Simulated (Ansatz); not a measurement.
# GaAs: the cost of one run

Program: Ansatz 0.2.0. Level of theory: DFT PBE, scalar-relativistic, plane waves, PAW. These are calculated values, not measurements.

3 further runs of the same task are left out: 2 that didn't finish, 1 set aside as unsound or not needed.

### Step 1. The starting structure

It takes space group F-43m (No. 216, cubic). The conventional cell has a = 5.745 Å, b = 5.745 Å, c = 5.745 Å, α = 90.00°, β = 90.00°, γ = 90.00°. Ga (site symmetry -43m) is surrounded by 4 As at 2.49 Å. As (site symmetry -43m) has 4 Ga at 2.49 Å as nearest neighbours.

Coordinates:

```
Ga As
1.0
     0.00000    2.87269    2.87269
     2.87269    0.00000    2.87269
     2.87269    2.87269    0.00000
Ga As
1 1
Cartesian
  0.0000 0.0000 0.0000
  4.3090 4.3090 4.3090
```

This cell was relaxed beforehand with the same method: volume 23.71 Å³/atom, gap on the mesh 0.16 eV.

### Step 2. Tight relaxation for the response runs

Response functions are second derivatives at a minimum, so forces and stress are first brought close to zero on the mesh and occupations that the response runs use.

Contents of input.yaml:

```yaml
crystal:
  lattice:
    - [0.0, 2.8726922688, 2.8726922688]
    - [2.8726922688, 0.0, 2.8726922688]
    - [2.8726922688, 2.8726922688, 0.0]
  atoms:
    - { symbol: Ga, position: [0.0, 0.0, 0.0] }
    - { symbol: As, position: [0.75, 0.75, 0.75] }
basis:
  ecutwfc: 420
kpoints:
  mp_grid: { grid: [12, 12, 12] }
hamiltonian:
  xc: pbe
scf:
  occupations: { method: gaussian, width: 0.02 }
output:
  forces: true
  stress: true
  eigenvalues: true
relax:
  adjacent_minimum: "off"
  f_tol: 0.001
  max_steps: 60
  cell: { stress_tol: 0.01 }
```

Started as:

```
ansatz run input.yaml --threads 1 --pin off --max-ram 3072MiB --backend cpu --events-out ev --progress --plain --runs-dir out
```

What time and memory should one allow on 1 thread of Intel Xeon at 2.50GHz (Skylake/Cascade Lake), shared host?

About 25 s, with a peak of 0.41 GiB.
